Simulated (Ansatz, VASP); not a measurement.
# BN: VASP beside Ansatz

```
CELL_PARAMETERS angstrom
2.54000 0.00000 0.00000
-1.27000 2.19970 0.00000
0.00000 0.00000 6.79594
ATOMIC_POSITIONS crystal
B 0.33333 0.66667 0.25000
B 0.66667 0.33333 0.75000
N 0.33333 0.66667 0.75000
N 0.66667 0.33333 0.25000
```

Change from the starting cell: z stretched by +3 %, ions relaxed.

Alike in both runs: functional PBE; k mesh 13 × 13 × 5; occupations fermi-dirac, width 0.02 eV; no spin polarisation.

Ansatz relaxed the structure, and its values are those at the end. VASP's run is a single point on that final structure, the one shown.

```csv
,VASP,Ansatz
version,VASP 6.6.1,Ansatz 0.2.0
potentials or method,"VASP PAW PBE potentials, release 64 (B, N)","plane-wave PAW, scalar-relativistic"
plane-wave cutoff (eV),520,420
valence electrons in the cell,16,16
```

|  | VASP | Ansatz | Ansatz less VASP |
| --- | --- | --- | --- |
| gap on the k mesh at the Fermi level (eV) | 4.25 | 4.26 | +0.006 |
| pressure (GPa) | -6.5 | -6.5 | -0.07 |

With one functional, cell and mesh, what is left measures potentials, basis and numerics. Ansatz warned: «stress_scf_threshold_loose».

Caveats: an odd mesh through Γ misses points on the zone boundary, where band edges often lie; this functional lacks dispersion, which binds the layers, so the pressure and a relaxed spacing across them are unreliable.
